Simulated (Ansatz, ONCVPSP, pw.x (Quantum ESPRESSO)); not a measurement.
## pw.x on fcc Mo: one setting changed

Potential: optimised norm-conserving Vanderbilt (ONCV), ONCVPSP 4.0.1.1 (patched build), PBE; core [Ar] 3d10, reference 4s2 4p6 4d5 5s1; waves: 4s+5s: rc 1.70 bohr, ncon 4, nbas 7, qcut 7.9 1/bohr, 2 projectors; 4p: rc 1.45 bohr, ncon 3, nbas 6, qcut 11.1 1/bohr, 2 projectors, debl 2.1 Ha; 4d: rc 2.70 bohr, ncon 4, nbas 9, qcut 6.2 1/bohr, 2 projectors, debl 3 Ha; local part: polynomial inside 0.90 bohr (lpopt 1, dvloc0 6 Ha); core correction: none.

The reference run (k-mesh 14³, cutoffs 100/400 Ry, Fermi–Dirac 0.01 Ry, mixing_beta 0.4, conv_thr 1e-9, no spin) gives 1.59 GPa at 16.027 Å³/atom, where all-electron LAPW gives 0.44 GPa. This run, with its own iteration cap, changes degauss to 0.02.

```
&control
  calculation='scf', prefix='x', pseudo_dir='./', outdir='./tmp', tstress=.true., disk_io='none'
/
&system
  ibrav=0, nat=1, ntyp=1, ecutwfc=100, ecutrho=400, nbnd=15,
  occupations='smearing', smearing='fd', degauss=0.02
/
&electrons
  conv_thr=1e-09, mixing_beta=0.4, electron_maxstep=60
/
ATOMIC_SPECIES
Mo 1.0 Mo.UPF
CELL_PARAMETERS angstrom
  0.00000000 2.00112437 2.00112437
  2.00112437 0.00000000 2.00112437
  2.00112437 2.00112437 0.00000000
ATOMIC_POSITIONS crystal
Mo 0.0000 0.0000 0.0000
K_POINTS automatic
14 14 14 0 0 0
```

```bash
pw.x < Mo.scf.in > Mo.scf.out
```

How does the run end?

It converges in 8 iterations; the free energy moves by -117.6 meV/atom and the pressure by +1.49 GPa. In a metal, with Fermi–Dirac smearing, F lies below its zero-width value by a term in the square of the width.

```
Message from routine setup:
     using ibrav=0 with symmetry is DISCOURAGED, use correct ibrav instead
     lattice parameter (alat)  =       5.3480  a.u.
     unit-cell volume          =     108.1556 (a.u.)^3
     number of electrons       =        14.00
     number of Kohn-Sham states=           15
     kinetic-energy cutoff     =     100.0000  Ry
     charge density cutoff     =     400.0000  Ry
     scf convergence threshold =      1.0E-09
     Exchange-correlation= PBE
     number of k points=   104  Fermi-Dirac smearing, width (Ry)=  0.0200
     iteration #  1     ecut=   100.00 Ry     beta= 0.40
     total energy              =    -135.66936424 Ry
     estimated scf accuracy    <       0.10517656 Ry
     iteration #  2     ecut=   100.00 Ry     beta= 0.40
     total energy              =    -135.67346952 Ry
     estimated scf accuracy    <       0.01182327 Ry
     iteration #  3     ecut=   100.00 Ry     beta= 0.40
     total energy              =    -135.67496790 Ry
     estimated scf accuracy    <       0.00074906 Ry
     iteration #  4     ecut=   100.00 Ry     beta= 0.40
     total energy              =    -135.67500335 Ry
     estimated scf accuracy    <       0.00003444 Ry
     iteration #  5     ecut=   100.00 Ry     beta= 0.40
     total energy              =    -135.67501126 Ry
     estimated scf accuracy    <       0.00000027 Ry
     iteration #  6     ecut=   100.00 Ry     beta= 0.40
     total energy              =    -135.67501135 Ry
     estimated scf accuracy    <       0.00000002 Ry
     iteration #  7     ecut=   100.00 Ry     beta= 0.40
     total energy              =    -135.67501135 Ry
     estimated scf accuracy    <          3.7E-09 Ry
     iteration #  8     ecut=   100.00 Ry     beta= 0.40
     the Fermi energy is    20.6282 ev
!    total energy              =    -135.67501136 Ry
     estimated scf accuracy    <          1.4E-11 Ry
     smearing contrib. (-TS)   =      -0.02279061 Ry
     The total energy is F=E-TS. E is the sum of the following terms:
     one-electron contribution =     -18.79058016 Ry
     hartree contribution      =      17.58421277 Ry
     xc contribution           =     -15.62862891 Ry
     ewald contribution        =    -118.81722445 Ry
     convergence has been achieved in   8 iterations
          total   stress  (Ry/bohr**3)                   (kbar)     P=       30.78
     Message from routine punch:
     Nothing written, as per user request (disk_io='none')
```

The run took about 19 s on one core of a shared host (Intel(R) Xeon(R) Platinum 8559C, 192 threads, 1488 GiB, load 29).
